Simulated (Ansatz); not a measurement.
Runs of Ansatz 0.2.0 on Pd. Symmetry: P6_3/mmc, No. 194, hexagonal system. The conventional cell has a = 2.784 Å, b = 2.784 Å, c = 4.629 Å, α = 90.00°, β = 90.00°, γ = 120.00°. Around Pd (site symmetry -6m2) lie 12 Pd at 2.78 to 2.82 Å. This isn't the form of Pd at room conditions, which is fcc.

```csv
task,level,spin,cell,k mesh,points for each segment of the path,atoms under strain,gap on the mesh (eV),pressure (GPa),relaxed volume (Å³/atom)
relaxation of cell and atoms,LDA,off,relaxed,11 × 11 × 6,-,-,none,0.0,14.21
band structure,PBEsol,off,as given,11 × 11 × 6,14,-,none,(b),-
relaxation of cell and atoms,PBEsol,off,relaxed,11 × 11 × 6,-,-,none,0.0,14.62
elastic constants,LDA,off,as given,8 × 8 × 5,-,clamped,none,-15.6,-
band structure,LDA,"SOC, no magnetisation",as given,8 × 8 × 5,14,-,none,(a),-
```

Alike in all rows: potentials or basis Ansatz PAW; cutoff (eV) 420; smearing fermi-dirac 0.05 eV.

Question: Estimate the missing entries.

Answer: (a) -15.5; (b) -10.3.

Caveats: the PAW data sets come from PBE, with cores solved anew for the run's functional, which leaves a small shift of forces and pressure; the plane-wave basis is chosen anew once the cell has moved, so the energies of steps on either side of that aren't comparable (some runs); so large a pressure means that the cell lies far from this level's equilibrium, or that cutoff or potentials fall short (some runs); the cell is more than 3 GPa from zero pressure, which shifts response properties (some runs); elastic constants of metals need much finer meshes, so these are rough (some runs).

A k mesh can miss the band edges, and rows without SOC leave out spin-orbit coupling on Pd.

A gap of «none» marks a metal or a gap under the smearing width.

Runs at the PBE level aren't shown here.
